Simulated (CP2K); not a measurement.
N:

```
N
1.0
     2.51947    0.00000    0.00000
    -1.25974    2.18193    0.00000
     0.00000    0.00000    2.44600
N
2
Direct
  0.33333 0.66667 0.75000
  0.66667 0.33333 0.25000
```

The real solid is made of molecules; this cell is a model form.

Base run:

```yaml
Program: CP2K 2026.2
Functional: rev-vdW-DF2
Potentials_or_basis: POTENTIAL_UZH N GTH-PBE-q5; TZVP-MOLOPT-PBE-GTH basis
Density_cutoff: 9184 eV
k_mesh: 12 × 12 × 11
Occupations: fermi-dirac, width 0.05 eV
Spin: no spin polarisation
```

Its results: band gap on the k mesh none (metal or under the smearing width); pressure 10.5 GPa.

The run is repeated on the same cell with these changes: functional from rev-vdW-DF2 to revPBE. What comes out?

Band gap on the k mesh none (metal or under the smearing width); pressure 13.9 GPa.

Caveats: the potentials were made for another functional, which shifts forces and pressure; the basis of atomic orbitals isn't converged, which shifts pressures, moduli and gaps.
